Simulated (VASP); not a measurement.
# CaF3 (I4/mmm) in VASP: further runs, part 2 of 2

VASP 6.6.1. The steps go on from the part before.

**3. Single point, PBEsol**

File INCAR:

```
PREC = Accurate
ENCUT = 520
EDIFF = 1E-6
ISMEAR = 0
SIGMA = 0.15
LREAL = F
LASPH = T
NELM = 100
ALGO = Fast
ISIF = 2
LWAVE = F
LCHARG = T
GGA = PS
LELF = T
LVHAR = T
NBANDS = 24
```

File KPOINTS:

```
regular mesh
0
Gamma
  9 9 9
```

File POSCAR:

```
CaF3
1.0
   -1.8994070000      1.8994070000      3.2226830000
    1.8994070000     -1.8994070000      3.2226830000
    1.8994070000      1.8994070000     -3.2226830000
Ca F
1 3
Direct
    0.0000000000      0.0000000000      0.0000000000
    0.7500000000      0.2500000000      0.5000000000
    0.2500000000      0.7500000000      0.5000000000
    0.5000000000      0.5000000000      0.0000000000
```

Potentials or basis: VASP PAW PBE potentials, release 64 (Ca_sv, F).

On the command line:

```sh
$ cat potpaw_PBE.64/Ca_sv/POTCAR potpaw_PBE.64/F/POTCAR > POTCAR
$ mpirun -np 1 vasp_std > vasp.out
```

OUTCAR:

```text
PREC = Accurate
   ENCUT = 520
   EDIFF = 1E-6
   ISMEAR = 0
   LREAL = F
   LASPH = T
   NELM = 100
   ISIF = 2
   GGA = PS

 ion  position               nearest neighbor table
   1  0.000  0.000  0.000-   2 2.49   3 2.49   2 2.49   3 2.49   2 2.49   3 2.49   2 2.49   3 2.49

   2  0.750  0.250  0.500-   1 2.49   1 2.49   1 2.49   1 2.49
   3  0.250  0.750  0.500-   1 2.49   1 2.49   1 2.49   1 2.49
   4  0.500  0.500  0.000-

  LATTYP: Found a body centered tetragonal cell.
 ALAT       =     3.7988140000
 C/A-ratio  =     1.6966784897

  Lattice vectors:

 A1 = (  -1.8994070000,   1.8994070000,   3.2226830000)
 A2 = (   1.8994070000,  -1.8994070000,   3.2226830000)
 A3 = (   1.8994070000,   1.8994070000,  -3.2226830000)

Analysis of symmetry for initial positions (statically):
=====================================================================
 Subroutine PRICEL returns:
 Original cell was already a primitive cell.

 Routine SETGRP: Setting up the symmetry group for a
 body centered tetragonal supercell.

 Subroutine GETGRP returns: Found 16 space group operations
 (whereof 16 operations were pure point group operations)
 out of a pool of 16 trial point group operations.

The static configuration has the point symmetry D_4h.

Analysis of symmetry for dynamics (positions and initial velocities):
=====================================================================
 Subroutine PRICEL returns:
 Original cell was already a primitive cell.

 Routine SETGRP: Setting up the symmetry group for a
 body centered tetragonal supercell.

 Subroutine GETGRP returns: Found 16 space group operations
 (whereof 16 operations were pure point group operations)
 out of a pool of 16 trial point group operations.

The dynamic configuration has the point symmetry D_4h.

 Subroutine INISYM returns: Found 16 space group operations
 (whereof 16 operations are pure point group operations),
 and found     1 'primitive' translations

----------------------------------------------------------------------------------------

                                     Primitive cell

  volume of cell :      46.5065

  direct lattice vectors                    reciprocal lattice vectors
    -1.899407000  1.899407000  3.222683000     0.000000000  0.263240053  0.155150227
     1.899407000 -1.899407000  3.222683000     0.263240053  0.000000000  0.155150227
     1.899407000  1.899407000 -3.222683000     0.263240053  0.263240053  0.000000000

  length of vectors
     4.195375981  4.195375981  4.195375981     0.305560008  0.305560008  0.372277654

  position of ions in fractional coordinates (direct lattice)
     0.000000000  0.000000000  0.000000000
     0.750000000  0.250000000  0.500000000
     0.250000000  0.750000000  0.500000000
     0.500000000  0.500000000  0.000000000

  ion indices of the primitive-cell ions
   primitive index   ion index
                 1           1
                 2           2
                 3           3
                 4           4

----------------------------------------------------------------------------------------

 KPOINTS: regular mesh

Automatic generation of k-mesh.
 Grid dimensions read from file:
 generate k-points for:    9    9    9

 Generating k-lattice:

  Cartesian coordinates                     Fractional coordinates (reciprocal lattice)
     0.000000000  0.029248895  0.017238914     0.111111111  0.000000000 -0.000000000
     0.029248895  0.000000000  0.017238914     0.000000000  0.111111111 -0.000000000
     0.029248895  0.029248895  0.000000000     0.000000000  0.000000000  0.111111111

  Length of vectors
     0.033951112  0.033951112  0.041364184

  Shift w.r.t. Gamma in fractional coordinates (k-lattice)
     0.000000000  0.000000000  0.000000000

 Subroutine IBZKPT returns following result:
 ===========================================

 Found     75 irreducible k-points:

 Following reciprocal coordinates:
            Coordinates               Weight
  0.000000  0.000000  0.000000      1.000000
  0.111111  0.000000  0.000000      8.000000
  0.222222  0.000000  0.000000      8.000000
  0.333333  0.000000 -0.000000      8.000000
  0.444444  0.000000  0.000000      8.000000
  0.111111  0.111111  0.000000      8.000000
[... 16 lines left out ...]
 -0.333333  0.333333  0.000000      4.000000
  0.444444  0.444444  0.000000      8.000000
 [... further k-points ...]
   k-points           NKPTS =     75   k-points in BZ     NKDIM =     75   number of bands    NBANDS=     24
   number of dos      NEDOS =    301   number of ions     NIONS =      4
   total plane-waves  NPLWV =  32768
   dimension x,y,z NGX =    32 NGY =   32 NGZ =   32
   dimension x,y,z NGXF=    64 NGYF=   64 NGZF=   64
   ions per type =               1   3
   NGX,Y,Z   is equivalent  to a cutoff of  12.68, 12.68, 12.68 a.u.
   NGXF,Y,Z  is equivalent  to a cutoff of  25.36, 25.36, 25.36 a.u.
 SYSTEM =  unknown system
   PREC   = accura    normal or accurate (medium, high low for compatibility)
   ISTART =      0    job   : 0-new  1-cont  2-samecut
   ICHARG =      2    charge: 1-file 2-atom 10-const
   ISPIN  =      1    spin polarized calculation?
   LNONCOLLINEAR =      F non collinear calculations
   LSORBIT =      F    spin-orbit coupling
   LASPH  =      T    aspherical Exc in radial PAW
   ENCUT  =  520.0 eV  38.22 Ry    6.18 a.u.   7.80  7.80  7.80*2*pi/ulx,y,z
   NELM   =    100;   NELMIN=  2; NELMDL= -5     # of ELM steps
   EDIFF  = 0.1E-05   stopping-criterion for ELM
   LREAL  =      F    real-space projection
   EDIFFG = 0.1E-04   stopping-criterion for IOM
   NSW    =      0    number of steps for IOM
   IBRION =     -1    ionic relax: 0-MD 1-quasi-New 2-CG
   NFREE  =      0    steps in history (QN), initial steepest desc. (CG)
   ISIF   =      2    stress and relaxation
   ISYM   =      2    0-nonsym 1-usesym 2-fastsym
   POTIM  = 0.5000    time-step for ionic-motion
   TEBEG  =    0.0;   TEEND  =   0.0 temperature during run
   PSTRESS=    0.0 pullay stress
   NELECT =      31.0000    total number of electrons
   NUPDOWN=      -1.0000    fix difference up-down
   EMIN   =  10.00;   EMAX   =-10.00  energy-range for DOS
   EFERMI =   0.00;   METHOD = LEGACY
   ISMEAR =     0;   SIGMA  =   0.15  broadening in eV -4-tet -1-fermi 0-gaus
   EFERMI_NEDOS =   21; number of points for ismear=-14 and -15
   IALGO  =     68    algorithm
   IMIX   =      4    mixing-type and parameters
     AMIX     =   0.40;   BMIX     =  1.00
     AMIX_MAG =   1.60;   BMIX_MAG =  1.00
  volume/ion in A,a.u.               =      11.63        78.46
  Fermi-wavevector in a.u.,A,eV,Ry     =   1.430071  2.702442 27.825305  2.045102
  Thomas-Fermi vector in A             =   2.549956
   LORBIT       =      0    0 simple, 1 ext, 2 COOP (PROOUT), +10 PAW based schemes
   GGA     = PS    functional components
   LHFCALC =     F    Hartree Fock is set to
   AEXX    =    0.0000 exact exchange contribution
   IVDW    =     0    specifies the selected vdW correction
   LEPSILON=     F    determine dielectric tensor
   LRPA    =     F    only Hartree local field effects (RPA)
 non-spin polarized calculation
 RMM-DIIS sequential band-by-band and
 Gauss-broadening in eV      SIGMA  =   0.15
  energy-cutoff  :      520.00
  volume of cell :       46.51
 maximum number of plane-waves:      1263
   NGX = 15   NGY = 15   NGZ = 15

 number of electron      31.0000011 magnetization

 Free energy of the ion-electron system (eV)
  ---------------------------------------------------
  ext. energy  EPLUGINS =         0.00000000
  ---------------------------------------------------
  free energy    TOTEN  =       -18.72422917 eV

  energy without entropy =      -18.61671166  energy(sigma->0) =      -18.67047042

 E-fermi :  -0.6861     XC(G=0): -10.7183

 val. band max:       -0.6864500767   @ k =   0.0000   0.0000   0.0000
 cond. band min:      -0.6767510761   @ k =  -0.1111   0.4444   0.1111
 fundamental gap:      0.0096990005
 Fermi energy:        -0.6860972925

 k-point     1 :       0.0000    0.0000    0.0000
  band No.  band energies     occupation
      1     -37.1779      2.00000
      2     -21.3295      2.00000
      3     -20.0648      2.00000
      4     -19.8076      2.00000
      5     -18.1955      2.00000
      6     -18.1925      2.00000
[... 637 lines left out ...]
     23      13.6448      0.00000
     24      16.0408      0.00000

 [... further k-points ...]

------------------------ aborting loop because EDIFF is reached ----------------------------------------

  FORCE on cell =-STRESS in cart. coord.  units (eV):
  Direction    XX          YY          ZZ          XY          YZ          ZX
  --------------------------------------------------------------------------------------
  -------------------------------------------------------------------------------------
  Total       -0.9394775     -0.9394775     -1.2864635      0.0000000      0.0000000      0.0000000
  in kB      -32.3655736    -32.3655736    -44.3194533      0.0000000      0.0000000      0.0000000
  external PRESSURE =     -36.3502002 kB  Pullay stress =       0.0000000 kB

 VOLUME and BASIS-vectors are now :
 -----------------------------------------------------------------------------
  energy-cutoff  :      520.00
  volume of cell :       46.51
      direct lattice vectors                 reciprocal lattice vectors
    -1.899407000  1.899407000  3.222683000     0.000000000  0.263240053  0.155150227
     1.899407000 -1.899407000  3.222683000     0.263240053  0.000000000  0.155150227
     1.899407000  1.899407000 -3.222683000     0.263240053  0.263240053  0.000000000

 POSITION                                       TOTAL-FORCE (eV/Angst)
 -----------------------------------------------------------------------------------
      0.00000      0.00000      0.00000         0.000000      0.000000     -0.000000
      0.00000      1.89941      1.61134        -0.000000     -0.000000     -0.000000
      1.89941      0.00000      1.61134        -0.000000      0.000000      0.000000
      0.00000      0.00000      3.22268         0.000000      0.000000     -0.000000
 -----------------------------------------------------------------------------------
    total drift:                               -0.000000     -0.000000      0.000000

  FREE ENERGIE OF THE ION-ELECTRON SYSTEM (eV)
  ---------------------------------------------------
  free  energy   TOTEN  =       -18.7242291698 eV

  energy  without entropy=      -18.6167116613  energy(sigma->0) =      -18.67047042
```

stdout:

```text
POSCAR found type information on POSCAR CaF
 POSCAR found :  2 types and       4 ions
 scaLAPACK will be used
 -----------------------------------------------------------------------------
|                                                                             |
|                                                                             |
|     You enforced a specific xc type in the INCAR file but a different       |
|     I HOPE YOU KNOW WHAT YOU ARE DOING!                                     |
|                                                                             |
 -----------------------------------------------------------------------------

 LDA part: xc-table for (Slater+PW92), standard interpolation
 POSCAR, INCAR and KPOINTS ok, starting setup
 FFT: planning ... GRIDC
 FFT: planning ... GRID_SOFT
 FFT: planning ... GRID
 WAVECAR not read
 entering main loop
WARNING in EDDRMM: call to ZHEGV failed, returncode =   6  3     20
WARNING in EDDRMM: call to ZHEGV failed, returncode =   8  4     20
```

Run time: 76 s. Hardware: 1 thread of Intel Xeon Platinum 8488C (Sapphire Rapids), shared host; peak memory 0.22 GiB.

Results:

* Free energy: -18.7242 eV
* Pressure: -3.6 GPa
* Band gap on the k mesh: none (metal or under the smearing width)

Caveat: the PAW data sets were made with another functional, which shifts forces and pressure a little; an odd number of electrons without spin polarisation forces a metal; a magnetic or distorted state may lie lower.
